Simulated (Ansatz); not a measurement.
# MnSb (P6_3/mmc) in Ansatz: settings compared, part 2 of 2

Ansatz 0.2.0. Earlier steps stand in the parts before.

## 4. Relaxation of cell and atoms, revPBE, collinear spin, ferromagnetic start

File input.yaml:

```yaml
crystal:
  lattice:
    - [4.15, 0.0, 0.0]
    - [-2.075, 3.5940054257, 0.0]
    - [0.0, 0.0, 5.78]
  atoms:
    - { symbol: Sb, position: [0.6666666667, 0.3333333333, 0.75] }
    - { symbol: Sb, position: [0.3333333333, 0.6666666667, 0.25] }
    - { symbol: Mn, position: [0.0, 0.0, 0.5], spin: 4.0 }
    - { symbol: Mn, position: [0.0, 0.0, 0.0], spin: 4.0 }
hamiltonian:
  xc: revpbe
  pseudopotentials: { kind: paw }
magnetization:
  spin_polarized: true
kpoints:
  mp_grid: { grid: [7, 7, 5] }
scf:
  occupations: { method: fermi_dirac, width: 0.05 }
output:
  forces: true
  stress: true
relax:
  f_tol: 0.01
  max_steps: 40
  cell: { stress_tol: 0.05 }
```

Potentials or basis: Ansatz PAW.

The run is started by

```bash
$ ansatz run input.yaml --threads 2 --pin off --max-ram 5632MiB --backend cpu --events-out ev --progress --plain --runs-dir out
```

What it wrote:

```text
Warning: RAYON_NUM_THREADS=2 ignored (pool sized by the plan → 2); use --threads N
Engine: ansatz 0.2.0, x86_64-unknown-linux-gnu
Pseudopotentials: kind: paw
Pseudopotential: Sb, paw, valence charge 15, recommended cutoff 420 eV (normal), Sb.paw.azcp
Pseudopotential: Mn, paw, valence charge 15, recommended cutoff 420 eV (normal), Mn.paw.azcp
Functional definition: revPBE
  parameter kappa = 1.245
  parameter beta = 0.06672455060314922
  exchange = pbe_x(kappa = kappa, mu = beta*pi^2/3)
  correlation = pbe_c(beta = beta)
Crystal: 4 atoms, lattice volume = 86.209 Å³
Basis set: ecut = 420 eV, 1657 PW (Γ), exchange–correlation on 60×60×80 points (8 copies of the dense FFT grid, shifted against one another)
Bands: 41, of which v1, the nominal top of the filled ones, is band 30 counted from 1 (29 counted from 0)
Symmetry: 24 space group operations
Space group: P63/mmc (ITA 194), of the structure as read, at distance tolerance 4.4e-5 Å
Magnetic group: BNS 194.263 (UNI 1493), of the structure as read, at distance tolerance 4.4e-5 Å
k-points: 24 of 245
Non-local potential: Sb, projectors of the file, l = 0: 2, l = 1: 2, l = 2: 2, l = 3: 2
Non-local potential: Mn, projectors of the file, l = 0: 3, l = 1: 2, l = 2: 3, l = 3: 1
PAW form: soft (Blöchl's): semilocal exchange-correlation on the pseudo side does not see the compensation charge
PAW frozen core: Sb, regenerated for the run's functional, and the local potential with it (the file was generated under x = pbe(κ = 0.804, μ = 0.2195149727645171), c = pbe(β = 0.06672455060314922))
PAW frozen core: Mn, regenerated for the run's functional, and the local potential with it (the file was generated under x = pbe(κ = 0.804, μ = 0.2195149727645171), c = pbe(β = 0.06672455060314922))
PAW one-centre angular grid: Sb, 590 points (default); XC on 64 Gauss nodes
PAW one-centre angular grid: Mn, 590 points (default); XC on 64 Gauss nodes
Initial density: superposition of atomic densities (chi_scale 0.1, normalization cell)
Starting moments: Σ|m| = 8 μB on 2 of 4 sites
Initial wavefunctions: pseudopotential atomic-orbital guess
Functional: x = revpbe(κ = 1.245, μ = 0.2195149727645171), c = pbe(β = 0.06672455060314922)
iter 1 solved again at ethr=7.59e-4 eV; its pass at ethr=3.10e-3 eV (dr2=4.55e-1 eV) is discarded
SCF iter   1: F=—  HF=-20784.604506 eV  |F-HF|=—  |Δ(HF+E_count)|=         —  Δρ=1.54e-2 (↑1.23e-2 ↓1.54e-2)  dr2=4.61e-1  dr2_m=5.90e-2  M=7.263 μB ∫|m|=8.000 μB  β_m=0.30  ethr=7.59e-4  ⟨swp⟩=1.4  Hψ=10343  notcnv=0
Mixer restart at iter 1: flushing history
preconditioner: auto → Kerker (q_TF=auto, 2.568 Å⁻¹)  [metal: Δε(μ)=0.057 eV  Ē_g=7.450 eV  σ=0.050 eV  W_gap=0.27  n_scr=22 (ndim 8)  ℏωp=19.6 eV  f_vac=0.000  D(μ)=1.74/eV (n_scr^D=8)]
spin=Collinear: Kerker preconditioning applied to the charge; magnetization (m = ρ↑ − ρ↓) channel mixes plain (no charge-response kernel on spin).
SCF iter   2: F=—  HF=-20785.074220 eV  |F-HF|=—  |Δ(HF+E_count)|=   4.70e-1  Δρ=1.35e-2 (↑9.75e-3 ↓1.35e-2)  dr2=4.30e-1  dr2_m=3.50e-2  M=7.184 μB ∫|m|=7.965 μB  β_m=0.65  ethr=7.59e-4  ⟨swp⟩=2.0  Hψ=2472  notcnv=0
SCF iter   3: F=—  HF=-20785.846701 eV  |F-HF|=—  |Δ(HF+E_count)|=   7.72e-1  Δρ=8.33e-3 (↑6.97e-3 ↓8.33e-3)  dr2=1.43e-1  dr2_m=3.18e-2  M=6.902 μB ∫|m|=7.809 μB  β_m=0.82  ethr=7.17e-4  ⟨swp⟩=3.4  Hψ=3950  notcnv=0
SCF iter   4: F=—  HF=-20785.856096 eV  |F-HF|=—  |Δ(HF+E_count)|=         —  Δρ=7.16e-3 (↑3.15e-3 ↓7.16e-3)  dr2=1.24e-1  dr2_m=4.27e-3  M=6.767 μB ∫|m|=7.687 μB  β_m=0.82  ethr=2.38e-4  ⟨swp⟩=2.4  Hψ=3712  notcnv=0  defer=134
Mixer restart at iter 4: flushing history
SCF iter   5: F=—  HF=-20785.850669 eV  |F-HF|=—  |Δ(HF+E_count)|=   5.43e-3  Δρ=9.66e-3 (↑9.66e-3 ↓2.17e-3)  dr2=6.23e-2  dr2_m=1.40e-2  M=6.723 μB ∫|m|=7.619 μB  β_m=0.68  ethr=2.07e-4  ⟨swp⟩=3.0  Hψ=4024  notcnv=0  defer=134
SCF iter   6: F=—  HF=-20785.833215 eV  |F-HF|=—  |Δ(HF+E_count)|=   1.75e-2  Δρ=1.36e-3 (↑1.36e-3 ↓1.01e-3)  dr2=6.67e-3  dr2_m=3.10e-4  M=6.754 μB ∫|m|=7.656 μB  β_m=0.81  ethr=1.04e-4  ⟨swp⟩=2.1  Hψ=4040  notcnv=0  defer=138
[... 46 lines left out ...]
SCF iter   3: F=—  HF=-20785.845173 eV  |F-HF|=—  |Δ(HF+E_count)|=   2.56e-7  Δρ=9.54e-6 (↑9.54e-6 ↓7.41e-6)  dr2=5.57e-8  dr2_m=1.92e-8  M=6.627 μB ∫|m|=7.509 μB  β_m=0.44  ethr=9.96e-10  ⟨swp⟩=2.2  Hψ=3387  notcnv=0
SCF iter   4: F=—  HF=-20785.845173 eV  |F-HF|=—  |Δ(HF+E_count)|=   1.34e-7  Δρ=4.71e-6 (↑4.48e-6 ↓4.71e-6)  dr2=8.59e-9  dr2_m=1.11e-8  M=6.627 μB ∫|m|=7.509 μB  β_m=0.72  ethr=9.29e-11  ⟨swp⟩=1.5  Hψ=2182  notcnv=0
SCF iter   5: F=—  HF=-20785.845173 eV  |F-HF|=—  |Δ(HF+E_count)|=   1.89e-7  Δρ=5.00e-6 (↑5.00e-6 ↓3.40e-6)  dr2=9.14e-9  dr2_m=1.18e-8  M=6.627 μB ∫|m|=7.509 μB  β_m=0.85  ethr=1.43e-11  ⟨swp⟩=2.4  Hψ=3476  notcnv=0
SCF iter   6: F=—  HF=-20785.845173 eV  |F-HF|=—  |Δ(HF+E_count)|=   6.47e-8  Δρ=2.31e-6 (↑2.31e-6 ↓1.36e-6)  dr2=8.58e-9  dr2_m=2.26e-10  M=6.627 μB ∫|m|=7.509 μB  β_m=0.75  ethr=1.43e-11  ⟨swp⟩=3.0  Hψ=3848  notcnv=0
SCF iter   7: F=—  HF=-20785.845173 eV  |F-HF|=—  |Δ(HF+E_count)|=   1.32e-9  Δρ=4.46e-7 (↑3.80e-7 ↓4.46e-7)  dr2=5.65e-10  dr2_m=3.02e-12  M=6.627 μB ∫|m|=7.509 μB  β_m=0.78  ethr=1.43e-11  ⟨swp⟩=3.0  Hψ=3529  notcnv=0
SCF iter   8: F=—  HF=-20785.845173 eV  |F-HF|=—  |Δ(HF+E_count)|=   1.11e-9  Δρ=5.14e-8 (↑5.14e-8 ↓4.83e-8)  dr2=7.90e-12  dr2_m=1.10e-13  M=6.627 μB ∫|m|=7.509 μB  β_m=0.80  ethr=1.00e-12  ⟨swp⟩=2.0  Hψ=3341  notcnv=0
SCF iter   9: F=-20785.845173 eV  HF=-20785.845173 eV  |F-HF|=1.09e-11  |Δ(HF+E_count)|=  2.55e-11  Δρ=3.51e-8 (↑2.35e-8 ↓3.51e-8)  dr2=3.21e-12  dr2_m=4.02e-14  M=6.627 μB ∫|m|=7.509 μB  ethr=1.00e-12  ⟨swp⟩=3.0  Hψ=6117  notcnv=0
SCF 4 converged in 9 iterations: F = -20785.845173 eV  dr2 = 3.21e-12
relax step   4: F+E_penalty+E_count = -20785.84517311 eV  Δ(F+E_penalty+E_count) = +7.443e-4 eV  max|allowed force component| = 1.561e-17 eV/Å  Δτ_max = 0.0000 Å  P = -0.018 GPa  Ω = 84.188 Å³  stress off target by 2.22e-2 GPa  SCF on the basis re-selected at this cell (its energy is not comparable with the rows above)  (9 SCF iters)
basis re-selected at this cell: Δ(F+E_penalty+E_count) = +7.443e-4 eV, ΔP = +0.003 GPa vs the last step (what re-selecting the basis moved, of the pressure what is left beyond the Pulay correction that the steps carried, after the strain that the cell walked since its last selection, with what the two solves' SCF thresholds leave and, on support functions, any second-order correction that the steps lacked; it is no measure of the basis error at this ecutwfc). This SCF's stress stands 2.22e-2 GPa from its target on what of the cell is left free (relax.cell.stress_tol is 5.00e-2 GPa) and its largest allowed force component is 1.56e-17 eV/Å (relax.f_tol is 1.00e-2 eV/Å): within both
SCF converged after 9 iterations
Magnetization: 6.6266 μB (33.3133 up, 26.6867 down)
Absolute magnetization: 7.5167 μB (∫|ρ↑−ρ↓|, with the PAW one-centre terms)
Spin contamination: 0.3258 ħ² per cell (⟨S²⟩ above its minimum at these occupations)
Per-site moments (μB) at R_I (Å): [(-0.12564508083110973, 1.146438717149128), (-0.12564508083111003, 1.146438717149128), (3.3942541542156768, 1.146438717149128), (3.3942541542156768, 1.146438717149128)]
Free energy (F): -20785.845173 eV
Harris-Foulkes:  -20785.845173 eV  (|F-HF|=1.09e-11)
Internal energy: -20785.827000 eV  (E = F + TS)
E sigma→0 (E₀):  -20785.836087 eV
Entropy (-TS):   -0.018173 eV (-4.543 meV/atom)
Fermi energy:    12.550005 eV
--- Per-component energies (eV) ---
  E_band       = -812.836191
  E_kinetic    = 1020.210181
  E_local      = -7333.435127  (includes V_loc(G=0)·N_el)
  E_nonlocal   = 1220.260060
  E_hartree    = 3182.333440
  E_xc         = -502.100913
  E_vxc        = -479.832924  (∫ρ·V_xc dr)
  E_paw        = -11781.980204  (= ΣΔE_a)
  E_vpaw       = -1604.705380  (= ΣTr[D̂ρ^β])
  E_aug_tail   = -0.000021  (compensation charges beyond the density's cutoff)
  E_ewald      = -6591.029530
  E_core_change = -0.084887  (= ΣΔE_core)
  E_smearing   = -0.018173  (= −TS)
  E_closure    = -0.000000  (closes the sum)
  Σ components = -20785.845173   (vs F -20785.845173, Δ=0.00e0)
--- Forces (eV/Å), atoms counted from 1 ---
  atom   1  Sb    -0.00000000     0.00000000     0.00000000
  atom   2  Sb     0.00000000    -0.00000000     0.00000000
  atom   3  Mn    -0.00000000    -0.00000000     0.00000000
  atom   4  Mn    -0.00000000     0.00000000     0.00000000
  max |Σ_I F_I| component: 2.31e-18 eV/Å
--- Stress (GPa, compression-positive) ---
       -0.016090       0.000000       0.000000
        0.000000      -0.016090      -0.000000
        0.000000      -0.000000      -0.022222
  P = ⅓ Tr σ = -0.0181 GPa (-0.181 kbar)
--- Relaxed structure (3 steps of the walk, 3 accepted, 1 SCFs on fresh bases) ---
  F+E_penalty+E_count = -20785.84517311 eV   max|allowed force component| = 1.561e-17 eV/Å   (the final SCF, on the basis selected at the relaxed cell)
  cell:  # Å, volume = 84.1880 Å³
    - [4.140538631162253, 7.237085205905339e-34, 0.0]
    - [-2.0702693155811267, 3.5858116399373574, 0.0]
    - [0.0, 0.0, 5.670298948346425]
  atoms:
    - { symbol: Sb, position: [0.6666666666666667, 0.3333333333333333, 0.7500000000000001] }
    - { symbol: Sb, position: [0.3333333333333333, 0.6666666666666667, 0.25] }
    - { symbol: Mn, position: [-3.6699213905853436e-34, -1.7032104640090164e-34, 0.5] }
    - { symbol: Mn, position: [2.781119037406099e-34, 1.1631511034424537e-34, 1.2495220227425837e-35] }
```

Wall time 22 s (2 threads of Intel Xeon Platinum 8259CL at 2.50GHz (Skylake/Cascade Lake), shared host); peak memory 0.53 GiB.

What came out:

```yaml
Free_energy: -20785.8452 eV
Relaxed_volume: 21.05 Å³/atom
Relaxed_cell: a = 4.141 Å, b = 4.141 Å, c = 5.670 Å, α = 90.00°, β = 90.00°, γ = 120.00°
Space_group_after_relaxing_to_0.05_Å: P6_3/mmc (No. 194)
Energy_gained_by_relaxing: 2.7 meV/atom
Ionic_steps: 4
Pressure_after_relaxing: 0.0 GPa
Net_moment: 6.63 μB per cell
Absolute_moment: 7.52 μB per cell
Site_moments: Sb -0.13; Mn +3.39 μB
```

The path:
| step | energy change (eV) | largest force (eV/Å) | volume (Å³) |
| --- | --- | --- | --- |
| 1 | 0.0000 | 0.0000 | 86.21 |
| 2 | -0.0114 | 0.0000 | 83.75 |
| 3 | -0.0116 | 0.0000 | 84.19 |
| 4 | -0.0108 | 0.0000 | 84.19 |

Final structure:
```
Sb Mn
1.0
     4.14054    0.00000    0.00000
    -2.07027    3.58581    0.00000
     0.00000    0.00000    5.67030
Sb Mn
2 2
Direct
  0.66667 0.33333 0.75000
  0.33333 0.66667 0.25000
  0.00000 0.00000 0.50000
  0.00000 0.00000 0.00000
```

Caveat: the plane-wave basis is chosen anew once the cell has moved, so the energies of steps on either side of that aren't comparable; only a ferromagnetic start was run, and an antiferromagnetic order may lie lower in energy; the PAW data sets come from PBE, with cores solved anew for the run's functional, which leaves a small shift of forces and pressure.
